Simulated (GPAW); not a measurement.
Input of a GPAW 26.7.0 run:

The input run.py:

```python
import numpy as np
from ase.dft.bandgap import bandgap
from ase.io import read, write
from ase.units import Bohr, GPa
from gpaw import GPAW, PW, setup_paths
from gpaw.elf import elf_from_dft_calculation
from gpaw.hyperfine import hyperfine_parameters

setup_paths.insert(0, '.')

atoms = read('CoO.xyz')
atoms.set_initial_magnetic_moments([2.0, 0.0])

calc = GPAW(mode=PW(800),
            xc='PBEsol',
            kpts={'size': (12, 12, 12), 'gamma': True},
            occupations={'name': 'marzari-vanderbilt', 'width': 0.005},
            nbands=27,
            convergence={'density': 1e-05, 'energy': 1e-05},
            eigensolver={'name': 'davidson', 'niter': 2},
            maxiter=75,
            txt='gpaw.txt')
atoms.calc = calc
energy = atoms.get_potential_energy()
forces = atoms.get_forces()
stress = atoms.get_stress()
calc.write('gs.gpw')
write('result.traj', atoms)
print(f'Energy: {energy:.6f} eV')
print('Forces (eV/A):')
print(forces.round(4))
print('Stress (GPa):', (stress / GPa).round(3))
print('Moments:', calc.get_magnetic_moments().round(3))
print('Fermi level:', round(calc.get_fermi_level(), 4), 'eV')
print(f'Gap: {bandgap(calc)[0]:.4f} eV, direct: {bandgap(calc, direct=True)[0]:.4f} eV')

mu_N = 3.15245125e-8  # eV/T
for core in (True, False):
    A = hyperfine_parameters(calc, exclude_core=not core)
    for a, A_vv in zip(atoms, A):
        iso = np.trace(A_vv) / 3
        dip = np.linalg.eigvalsh(A_vv - iso * np.eye(3))
        print('with core' if core else 'valence', a.symbol, f'contact field {iso / (2 * mu_N):.3f} T, dipolar',
              *(dip / (2 * mu_N)).round(3), 'T')

# fields on the real-space grid
write('density.cube', atoms, data=calc.get_pseudo_density() * Bohr**3)
write('potential.cube', atoms, data=calc.get_electrostatic_potential())
write('spin.cube', atoms, data=(calc.get_pseudo_density(spin=0) - calc.get_pseudo_density(spin=1)) * Bohr**3)
write('elf.cube', atoms, data=elf_from_dft_calculation(calc).data)
```

CoO.xyz

```xyz
2
Lattice="-1.5080000000 1.5080000000 2.1072475377 1.5080000000 -1.5080000000 2.1072475377 1.5080000000 1.5080000000 -2.1072475377" Properties=species:S:1:pos:R:3 pbc="T T T"
Co     0.0000000000      0.0000000000      0.0000000000
O      0.0000000000      0.0000000000      2.1072475377
```

Potentials or basis: PAW data sets generated in the run's folder for this functional, pw.

Command:

```sh
$ gpaw-setup -f PBEsol Co O
$ OMP_NUM_THREADS=1 python run.py
```

(1) Predict the site moments.

(2) Predict the band gap on the k mesh.

Results:

(1) Co +2.54; O +0.25 μB.

(2) none (metal or under the smearing width).

Caveat: the dipolar part lacks the spin inside other atoms' spheres; this smearing can pin the Fermi level at a band edge; a cell with one magnetic atom can't hold antiferromagnetic order, which such compounds often take; semilocal functionals often make such compounds metallic where correlation or magnetic order opens a gap, which also shifts bond lengths.
